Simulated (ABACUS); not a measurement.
## CdSe (Cadmoselite) in ABACUS: the effect of basis

The system is CdSe (Cadmoselite).

```
Cd Se
1.0
     4.32848    0.00000    0.00000
    -2.16424    3.74857    0.00000
     0.00000    0.00000    7.06649
Cd Se
2 2
Direct
  0.66667 0.33333 0.50000
  0.33333 0.66667 0.00000
  0.66667 0.33333 0.88500
  0.33333 0.66667 0.38500
```

The cell isn't the ideal one: volume scaled by 1.02.

Alike in all runs:

* Program: ABACUS 3.10.1
* Task: equation of state
* Functional: PBE
* Potentials or basis: PseudoDojo NC SR 0.4.1 PBE standard
* Cutoff: 1401 eV
* Density cutoff: 5606 eV
* k mesh: 5 × 5 × 3
* Occupations: fermi-dirac, width 0.05 eV
* Spin: no spin polarisation

```csv
basis,gap on the mesh (eV),pressure (GPa),largest force (eV/Å)
DZP,0.84,2.5,0.31
TZDP,0.79,2.2,0.28
pw,?,?,?
```

Question: What does the run with basis pw give?

Answer: gap on the mesh 0.66 eV; pressure 2.0 GPa; largest force 0.27 eV/Å.

Caveats: the atomic orbitals were generated for these runs and aren't a published set (some runs); the basis of atomic orbitals isn't converged, which shifts pressures, moduli and gaps (some runs).

